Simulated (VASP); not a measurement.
# MgO (P6_3mc) in VASP: settings compared

One crystal, MgO, is run at these levels: PBEsol, r2SCAN; tasks: single point.

All numbers are computed with VASP 6.6.1; they aren't measurements. Logs are shortened: lines on timing, memory, paths and dates and some standing lists are left out, and cuts for length are marked.

## Step 1: Starting point

It takes space group P6_3mc (No. 186, hexagonal). Conventional cell: a = 3.300 Å, b = 3.300 Å, c = 5.009 Å, α = 90.00°, β = 90.00°, γ = 120.00°. Mg (site symmetry 3m) is surrounded by 4 O at 1.97 to 1.99 Å. Around O (site symmetry 3m) lie 4 Mg at 1.97 to 1.99 Å.

Measurements of this composition are mostly on another form, of space group No. 225.

## Step 2: Single point, PBEsol

INCAR reads:

```
PREC     = Accurate       # precision mode
ENCUT    = 520            # plane-wave cutoff, eV
EDIFF    = 1E-6           # SCF threshold, eV
ISMEAR   = 0              # smearing method
SIGMA    = 0.5            # smearing width, eV
LREAL    = False          # projectors in reciprocal space
LASPH    = True           # aspherical terms in the spheres
NELM     = 100            # most SCF steps
ALGO     = Fast           # electronic algorithm
ISIF     = 2              # what is computed and relaxed
LWAVE    = False          # write WAVECAR
LCHARG   = False          # write CHGCAR
GGA      = PS             # functional
```

KPOINTS reads:

```
Automatic mesh
0
Gamma
  9 9 6
```

POSCAR reads:

```
MgO
1.0
    3.3004900000      0.0000000000      0.0000000000
   -1.6502500000      2.8583100000      0.0000000000
    0.0000000000      0.0000000000      5.0086300000
Mg O
2 2
Direct
    0.3333300000      0.6666700000      0.0034600000
    0.6666700000      0.3333300000      0.5034600000
    0.3333300000      0.6666700000      0.4011400000
    0.6666700000      0.3333300000      0.9011400000
```

Potentials or basis: VASP PAW PBE potentials, release 64 (Mg, O).

Command:

```bash
$ cat potpaw_PBE.64/Mg/POTCAR potpaw_PBE.64/O/POTCAR > POTCAR
$ mpirun -np 1 vasp_std > vasp.out
```

OUTCAR:

```text
PREC = Accurate
   ENCUT = 520
   EDIFF = 1E-6
   ISMEAR = 0
   LREAL = False
   LASPH = True
   NELM = 100
   ISIF = 2
   GGA = PS

 ion  position               nearest neighbor table
   1  0.333  0.667  0.003-   4 1.97   4 1.97   4 1.97   3 1.99   2 3.15   2 3.15   2 3.15   2 3.15
                             2 3.15   2 3.15
   2  0.667  0.333  0.503-   3 1.97   3 1.97   3 1.97   4 1.99   1 3.15   1 3.15   1 3.15   1 3.15
                             1 3.15   1 3.15
   3  0.333  0.667  0.401-   2 1.97   2 1.97   2 1.97   1 1.99
   4  0.667  0.333  0.901-   1 1.97   1 1.97   1 1.97   2 1.99

  LATTYP: Found a hexagonal cell.
 ALAT       =     3.3004900000
 C/A-ratio  =     1.5175413348

  Lattice vectors:

 A1 = (   3.3004900000,   0.0000000000,   0.0000000000)
 A2 = (  -1.6502500000,   2.8583100000,   0.0000000000)
 A3 = (   0.0000000000,   0.0000000000,   5.0086300000)

Analysis of symmetry for initial positions (statically):
=====================================================================
 Subroutine PRICEL returns:
 Original cell was already a primitive cell.

 Routine SETGRP: Setting up the symmetry group for a
 hexagonal supercell.

 Subroutine GETGRP returns: Found  4 space group operations
 (whereof  2 operations were pure point group operations)
 out of a pool of 24 trial point group operations.

The static configuration has the point symmetry C_1h.
 The point group associated with its full space group is C_2v.

Analysis of symmetry for dynamics (positions and initial velocities):
=====================================================================
 Subroutine PRICEL returns:
 Original cell was already a primitive cell.

 Routine SETGRP: Setting up the symmetry group for a
 hexagonal supercell.

 Subroutine GETGRP returns: Found  4 space group operations
 (whereof  2 operations were pure point group operations)
 out of a pool of 24 trial point group operations.

The dynamic configuration has the point symmetry C_1h.
 The point group associated with its full space group is C_2v.

 Subroutine INISYM returns: Found  4 space group operations
 (whereof  2 operations are pure point group operations),
 and found     1 'primitive' translations

----------------------------------------------------------------------------------------

                                     Primitive cell

  volume of cell :      47.2505

  direct lattice vectors                    reciprocal lattice vectors
     3.300490000  0.000000000  0.000000000     0.302985314  0.174929072  0.000000000
    -1.650250000  2.858310000  0.000000000     0.000000000  0.349857083  0.000000000
     0.000000000  0.000000000  5.008630000     0.000000000  0.000000000  0.199655395

  length of vectors
     3.300490000  3.300494072  5.008630000     0.349857515  0.349857083  0.199655395

  position of ions in fractional coordinates (direct lattice)
     0.333330000  0.666670000  0.003460000
     0.666670000  0.333330000  0.503460000
     0.333330000  0.666670000  0.401140000
     0.666670000  0.333330000  0.901140000

  ion indices of the primitive-cell ions
   primitive index   ion index
                 1           1
                 2           2
                 3           3
                 4           4

----------------------------------------------------------------------------------------

 KPOINTS: Automatic mesh

Automatic generation of k-mesh.
 Grid dimensions read from file:
 generate k-points for:    9    9    6

 Generating k-lattice:

  Cartesian coordinates                     Fractional coordinates (reciprocal lattice)
     0.033665035  0.019436564  0.000000000     0.111111111  0.000000000  0.000000000
     0.000000000  0.038873009  0.000000000     0.000000000  0.111111111  0.000000000
     0.000000000  0.000000000  0.033275899     0.000000000  0.000000000  0.166666667

  Length of vectors
     0.038873057  0.038873009  0.033275899

  Shift w.r.t. Gamma in fractional coordinates (k-lattice)
     0.000000000  0.000000000  0.000000000

 Subroutine IBZKPT returns following result:
 ===========================================

 Found    100 irreducible k-points:

 Following reciprocal coordinates:
            Coordinates               Weight
  0.000000  0.000000  0.000000      1.000000
  0.111111 -0.000000  0.000000      4.000000
 -0.111111  0.111111  0.000000      2.000000
  0.222222 -0.000000  0.000000      4.000000
 -0.222222  0.222222  0.000000      2.000000
  0.333333  0.000000  0.000000      4.000000
[... 16 lines left out ...]
 -0.222222 -0.444444  0.000000      4.000000
  0.444444  0.333333  0.000000      4.000000
 [... further k-points ...]
   k-points           NKPTS =    100   k-points in BZ     NKDIM =    100   number of bands    NBANDS=     12
   number of dos      NEDOS =    301   number of ions     NIONS =      4
   total plane-waves  NPLWV =  31360
   dimension x,y,z NGX =    28 NGY =   28 NGZ =   40
   dimension x,y,z NGXF=    56 NGYF=   56 NGZF=   80
   ions per type =               2   2
   NGX,Y,Z   is equivalent  to a cutoff of  14.10, 14.10, 13.28 a.u.
   NGXF,Y,Z  is equivalent  to a cutoff of  28.21, 28.21, 26.55 a.u.
 SYSTEM =  unknown system
   PREC   = accura    normal or accurate (medium, high low for compatibility)
   ISTART =      0    job   : 0-new  1-cont  2-samecut
   ICHARG =      2    charge: 1-file 2-atom 10-const
   ISPIN  =      1    spin polarized calculation?
   LNONCOLLINEAR =      F non collinear calculations
   LSORBIT =      F    spin-orbit coupling
   LASPH  =      T    aspherical Exc in radial PAW
   ENCUT  =  520.0 eV  38.22 Ry    6.18 a.u.   6.14  6.14  9.31*2*pi/ulx,y,z
   NELM   =    100;   NELMIN=  2; NELMDL= -5     # of ELM steps
   EDIFF  = 0.1E-05   stopping-criterion for ELM
   LREAL  =      F    real-space projection
   EDIFFG = 0.1E-04   stopping-criterion for IOM
   NSW    =      0    number of steps for IOM
   IBRION =     -1    ionic relax: 0-MD 1-quasi-New 2-CG
   NFREE  =      0    steps in history (QN), initial steepest desc. (CG)
   ISIF   =      2    stress and relaxation
   ISYM   =      2    0-nonsym 1-usesym 2-fastsym
   POTIM  = 0.5000    time-step for ionic-motion
   TEBEG  =    0.0;   TEEND  =   0.0 temperature during run
   PSTRESS=    0.0 pullay stress
   NELECT =      16.0000    total number of electrons
   NUPDOWN=      -1.0000    fix difference up-down
   EMIN   =  10.00;   EMAX   =-10.00  energy-range for DOS
   EFERMI =   0.00;   METHOD = LEGACY
   ISMEAR =     0;   SIGMA  =   0.50  broadening in eV -4-tet -1-fermi 0-gaus
   EFERMI_NEDOS =   21; number of points for ismear=-14 and -15
   IALGO  =     68    algorithm
   IMIX   =      4    mixing-type and parameters
     AMIX     =   0.40;   BMIX     =  1.00
     AMIX_MAG =   1.60;   BMIX_MAG =  1.00
  volume/ion in A,a.u.               =      11.81        79.72
  Fermi-wavevector in a.u.,A,eV,Ry     =   1.141071  2.156311 17.715365  1.302043
  Thomas-Fermi vector in A             =   2.277772
   LORBIT       =      0    0 simple, 1 ext, 2 COOP (PROOUT), +10 PAW based schemes
   GGA     = PS    functional components
   LHFCALC =     F    Hartree Fock is set to
   AEXX    =    0.0000 exact exchange contribution
   IVDW    =     0    specifies the selected vdW correction
   LEPSILON=     F    determine dielectric tensor
   LRPA    =     F    only Hartree local field effects (RPA)
 non-spin polarized calculation
 RMM-DIIS sequential band-by-band and
 Gauss-broadening in eV      SIGMA  =   0.50
  energy-cutoff  :      520.00
  volume of cell :       47.25
 maximum number of plane-waves:      1288
 NGX is ok and might be reduce to    28
   NGX = 13   NGY = 13   NGZ = 19

 number of electron      15.9999996 magnetization

 Free energy of the ion-electron system (eV)
  ---------------------------------------------------
  ext. energy  EPLUGINS =         0.00000000
  ---------------------------------------------------
  free energy    TOTEN  =       -24.55041186 eV

  energy without entropy =      -24.55041182  energy(sigma->0) =      -24.55041184

 E-fermi :   2.7524     XC(G=0):  -9.9753

 val. band max:        0.9970959143   @ k =   0.0000   0.0000   0.0000
 cond. band min:       4.3682620055   @ k =   0.0000   0.0000   0.0000
 fundamental gap:      3.3711660912
 Fermi energy:         2.7524461129

 k-point     1 :       0.0000    0.0000    0.0000
  band No.  band energies     occupation
      1     -15.1682      2.00000
      2     -14.3510      2.00000
      3      -2.3189      2.00000
      4       0.2533      2.00000
      5       0.2534      2.00000
      6       0.5850      2.00000
      7       0.5850      2.00000
      8       0.9971      2.00000
      9       4.3683      0.00000
     10       9.4110      0.00000
     11      11.1900      0.00000
     12      15.0313      0.00000

 k-point     2 :       0.1111   -0.0000    0.0000
  band No.  band energies     occupation
      1     -15.1054      2.00000
      2     -14.3295      2.00000
      3      -2.1973      2.00000
      4      -0.0584      2.00000
      5       0.1707      2.00000
      6       0.2072      2.00000
      7       0.5915      2.00000
      8       0.9547      2.00000
      9       4.9501      0.00000
     10       9.7491      0.00000
     11      11.0825      0.00000
     12      13.6556      0.00000

 k-point     3 :      -0.1111    0.1111    0.0000
  band No.  band energies     occupation
      1     -15.1054      2.00000
      2     -14.3295      2.00000
      3      -2.1973      2.00000
      4      -0.0584      2.00000
      5       0.1707      2.00000
      6       0.2073      2.00000
      7       0.5915      2.00000
      8       0.9547      2.00000
      9       4.9501      0.00000
     10       9.7491      0.00000
     11      11.0824      0.00000
     12      13.6557      0.00000

 k-point     4 :       0.2222   -0.0000    0.0000
  band No.  band energies     occupation
      1     -14.9360      2.00000
      2     -14.2811      2.00000
      3      -1.8546      2.00000
      4      -0.8740      2.00000
      5      -0.3597      2.00000
      6      -0.0034      2.00000
      7       0.5770      2.00000
      8       0.8146      2.00000
      9       6.1575      0.00000
     10      10.1790      0.00000
     11      10.9692      0.00000
     12      12.2331      0.00000

 k-point     5 :      -0.2222    0.2222    0.0000
  band No.  band energies     occupation
      1     -14.9360      2.00000
      2     -14.2811      2.00000
      3      -1.8546      2.00000
      4      -0.8740      2.00000
      5      -0.3596      2.00000
      6      -0.0034      2.00000
      7       0.5770      2.00000
      8       0.8146      2.00000
      9       6.1575      0.00000
     10      10.1789      0.00000
     11      10.9692      0.00000
     12      12.2331      0.00000
[... 228 lines left out ...]
      1     -14.6080      2.00000
      2     -14.2395      2.00000
      3      -1.6503      2.00000
      4      -1.1822      2.00000
      5      -0.9504      2.00000
      6      -0.3486      2.00000
      7       0.1388      2.00000
      8       0.4231      2.00000
      9       8.1073      0.00000
     10       9.5638      0.00000
     11      10.6608      0.00000
     12      12.1030      0.00000

 k-point    22 :       0.3333    0.2222    0.0000
  band No.  band energies     occupation
      1     -14.4481      2.00000
      2     -14.2673      2.00000
      3      -1.8646      2.00000
      4      -1.0684      2.00000
      5      -0.7281      2.00000
      6      -0.5720      2.00000
      7      -0.0497      2.00000
      8       0.1134      2.00000
      9       8.9131      0.00000
     10       9.2407      0.00000
     11      10.4942      0.00000
     12      11.6280      0.00000

 k-point    23 :      -0.2222   -0.4444    0.0000
  band No.  band energies     occupation
      1     -14.4481      2.00000
      2     -14.2673      2.00000
      3      -1.8646      2.00000
      4      -1.0684      2.00000
      5      -0.7281      2.00000
      6      -0.5720      2.00000
      7      -0.0497      2.00000
      8       0.1134      2.00000
      9       8.9131      0.00000
     10       9.2407      0.00000
     11      10.4941      0.00000
     12      11.6280      0.00000

 k-point    24 :       0.4444    0.3333    0.0000
  band No.  band energies     occupation
      1     -14.4481      2.00000
      2     -14.2673      2.00000
      3      -1.8647      2.00000
      4      -1.0684      2.00000
      5      -0.7281      2.00000
      6      -0.5720      2.00000
      7      -0.0497      2.00000
      8       0.1134      2.00000
      9       8.9131      0.00000
     10       9.2406      0.00000
     11      10.4942      0.00000
     12      11.6280      0.00000

 [... further k-points ...]

------------------------ aborting loop because EDIFF is reached ----------------------------------------

  FORCE on cell =-STRESS in cart. coord.  units (eV):
  Direction    XX          YY          ZZ          XY          YZ          ZX
  --------------------------------------------------------------------------------------
  -------------------------------------------------------------------------------------
  Total        0.0487662      0.0494327      0.0484788      0.0005771      0.0000000      0.0000000
  in kB        1.6535693      1.6761707      1.6438258      0.0195686      0.0000000      0.0000000
  external PRESSURE =       1.6578553 kB  Pullay stress =       0.0000000 kB

 VOLUME and BASIS-vectors are now :
 -----------------------------------------------------------------------------
  energy-cutoff  :      520.00
  volume of cell :       47.25
      direct lattice vectors                 reciprocal lattice vectors
     3.300490000  0.000000000  0.000000000     0.302985314  0.174929072  0.000000000
    -1.650250000  2.858310000  0.000000000     0.000000000  0.349857083  0.000000000
     0.000000000  0.000000000  5.008630000     0.000000000  0.000000000  0.199655395

 POSITION                                       TOTAL-FORCE (eV/Angst)
 -----------------------------------------------------------------------------------
     -0.00002      1.90555      0.01733         0.000327     -0.000189      0.000101
      1.65026      0.95276      2.52164        -0.000327      0.000189      0.000101
     -0.00002      1.90555      2.00916         0.000329     -0.000190     -0.000101
      1.65026      0.95276      4.51348        -0.000329      0.000190     -0.000101
 -----------------------------------------------------------------------------------
    total drift:                               -0.000000     -0.000000      0.001112

  FREE ENERGIE OF THE ION-ELECTRON SYSTEM (eV)
  ---------------------------------------------------
  free  energy   TOTEN  =       -24.5504118553 eV

  energy  without entropy=      -24.5504118189  energy(sigma->0) =      -24.55041184
```

It took 41 s on 1 thread of Intel Xeon Platinum 8488C (Sapphire Rapids), shared host; peak memory 0.2 GiB.

Results:

- Free energy: -24.5504 eV
- Pressure: 0.2 GPa
- Band gap on the k mesh: 3.37 eV, direct

Caveat: the PAW data sets were made with another functional, which shifts forces and pressure a little; an odd mesh through Γ misses points on the zone boundary, where band edges often lie.

## Step 3: Single point, PBEsol

Changes to INCAR since step 2:

```diff
@@ -1,6 +1,6 @@
 PREC     = Accurate       # precision mode
-ENCUT    = 520            # plane-wave cutoff, eV
+ENCUT    = 900            # plane-wave cutoff, eV
 EDIFF    = 1E-6           # SCF threshold, eV
 ISMEAR   = 0              # smearing method
-SIGMA    = 0.5            # smearing width, eV
+SIGMA    = 0.02           # smearing width, eV
 LREAL    = False          # projectors in reciprocal space
```

KPOINTS is that of step 2.

POSCAR is that of step 2.

Potentials or basis: VASP PAW PBE potentials, release 64 (Mg, O_h).

Command:

```bash
$ cat potpaw_PBE.64/Mg/POTCAR potpaw_PBE.64/O_h/POTCAR > POTCAR
$ mpirun -np 1 vasp_std > vasp.out
```

Wall time 60 s (1 thread of Intel Xeon Platinum 8488C (Sapphire Rapids), shared host); peak memory 0.31 GiB.

The run converged. Its results:

- Free energy: -24.5643 eV
- Pressure: -0.3 GPa
- Band gap on the k mesh: 3.37 eV, direct

Levels at points of the mesh, in eV from the valence-band top:
| k point | band 4 | band 5 | band 6 | band 7 | band 8 | band 9 | band 10 | band 11 | band 12 |
| --- | --- | --- | --- | --- | --- | --- | --- | --- | --- |
| (0.00, 0.00, 0.00) | -0.74 | -0.74 | -0.41 | -0.41 | 0.00 | 3.37 | 8.42 | 10.19 | 14.04 |
| (0.00, 0.00, 0.50) | -2.04 | -0.58 | -0.58 | -0.58 | -0.58 | 5.89 | 5.89 | 13.07 | 13.07 |

Caveat: the cutoff is under 1.25 times the usual one of these potentials, so pressure, stress and relaxed cells hold a basis-set (Pulay) error; the PAW data sets were made with another functional, which shifts forces and pressure a little; an odd mesh through Γ misses points on the zone boundary, where band edges often lie.

## Step 4: Single point, r2SCAN

INCAR reads:

```
PREC     = Accurate       # precision mode
ENCUT    = 520            # plane-wave cutoff, eV
EDIFF    = 1E-6           # SCF threshold, eV
ISMEAR   = 0              # smearing method
SIGMA    = 0.02           # smearing width, eV
LREAL    = False          # projectors in reciprocal space
LASPH    = True           # aspherical terms in the spheres
NELM     = 100            # most SCF steps
ALGO     = Normal         # electronic algorithm
ISIF     = 2              # what is computed and relaxed
LWAVE    = False          # write WAVECAR
LCHARG   = False          # write CHGCAR
METAGGA  = R2SCAN         # meta-GGA
LMIXTAU  = True
```

KPOINTS is that of step 3.

POSCAR is that of step 3.

Potentials or basis: VASP PAW PBE potentials, release 64 (Mg, O).

Command:

```bash
$ cat potpaw_PBE.64/Mg/POTCAR potpaw_PBE.64/O/POTCAR > POTCAR
$ mpirun -np 1 vasp_std > vasp.out
```

Run time: 2.8 min. Hardware: 1 thread of Intel Xeon Platinum 8488C (Sapphire Rapids), shared host; peak memory 0.21 GiB.

It converged, with:

| Quantity | Value |
| --- | --- |
| Free energy | -31.8544 eV |
| Pressure | -1.1 GPa |
| Largest force | 0.017 eV/Å |
| Band gap on the k mesh | 4.16 eV, direct |

Forces on the atoms (eV/Å):
```
Mg   0.000  0.000  0.017
Mg   0.000  0.000  0.017
O    0.000  0.000 -0.017
O    0.000  0.000 -0.017
```

Stress tensor (GPa, compression positive):
```
-1.17  0.00  0.00
 0.00 -1.17  0.00
 0.00  0.00 -0.84
```

Levels at points of the mesh, in eV from the valence-band top:
```csv
k point,band 5,band 6,band 7,band 8,band 9,band 10,band 11,band 12
"(0.00, 0.00, 0.00)",-0.75,-0.42,-0.42,0.00,4.16,9.39,11.17,15.11
"(0.00, 0.00, 0.50)",-0.59,-0.59,-0.59,-0.59,6.68,6.68,14.19,14.19
```

Caveat: the PAW data sets were made with another functional, which shifts forces and pressure a little; an odd mesh through Γ misses points on the zone boundary, where band edges often lie.

## Step 5: Summary

```csv
level,potentials or basis,cutoff (eV),smearing,further INCAR settings,gap on the mesh (eV),pressure (GPa)
PBEsol,"VASP PAW PBE potentials, release 64 (Mg, O)",520,gaussian 0.5 eV,ALGO = Fast; EDIFF = 1e-06,3.37,0.2
PBEsol,"VASP PAW PBE potentials, release 64 (Mg, O_h)",900,gaussian 0.02 eV,ALGO = Fast; EDIFF = 1e-06,3.37,-0.3
r2SCAN,"VASP PAW PBE potentials, release 64 (Mg, O)",520,gaussian 0.02 eV,ALGO = Normal; EDIFF = 1e-06,4.16,-1.1
```

Alike in all rows: task single point; no spin polarisation; cell as given; k mesh 9 × 9 × 6.

Caveats: the PAW data sets were made with another functional, which shifts forces and pressure a little; an odd mesh through Γ misses points on the zone boundary, where band edges often lie; the cutoff is under 1.25 times the usual one of these potentials, so pressure, stress and relaxed cells hold a basis-set (Pulay) error (some runs).

Total energies depend on the potentials used, so only differences within one code and one set of settings carry meaning.
